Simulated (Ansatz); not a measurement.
```cif
data_structure
_symmetry_space_group_name_H-M 'P 1'
_symmetry_Int_Tables_number 1
_cell_length_a 4.5940
_cell_length_b 4.5940
_cell_length_c 2.9590
_cell_angle_alpha 90.000
_cell_angle_beta 90.000
_cell_angle_gamma 90.000
_cell_volume 62.45
loop_
_atom_site_label
_atom_site_type_symbol
_atom_site_fract_x
_atom_site_fract_y
_atom_site_fract_z
_atom_site_occupancy
Ti1 Ti 0.00000 0.00000 0.00000 1
Ti2 Ti 0.50000 0.50000 0.50000 1
O1 O 0.30480 0.30480 0.00000 1
O2 O 0.69520 0.69520 0.00000 1
O3 O 0.80480 0.19520 0.50000 1
O4 O 0.19520 0.80480 0.50000 1
```

```
orbitals        : PBE
datasets        : hard PAW set made for 700 eV
k mesh          : 4×4×6
empty bands     : 605
response cutoff : 180 eV
wave cutoff     : 700 eV
frequencies     : plasmon pole, fitted at the program's default frequency
q → 0 term      : analytic weight of Carrier, Rohra and Görling
points solved   : Γ
band sums       : cut at the band count
```

Program: Ansatz. The Kohn-Sham gap (direct at Γ) is 1.88 eV.

(1) Estimate the linearised G0W0 gap between these edges.

Answers

(1) 3.26 eV, a change of +1.37 eV. The valence edge moves by -0.27 eV (Z = 0.76) and the conduction edge by +1.11 eV (Z = 0.78).

Band sums or response are cut, so the gap isn't at its basis limit. The gap is read among the points solved; the crystal's band edges can lie elsewhere.
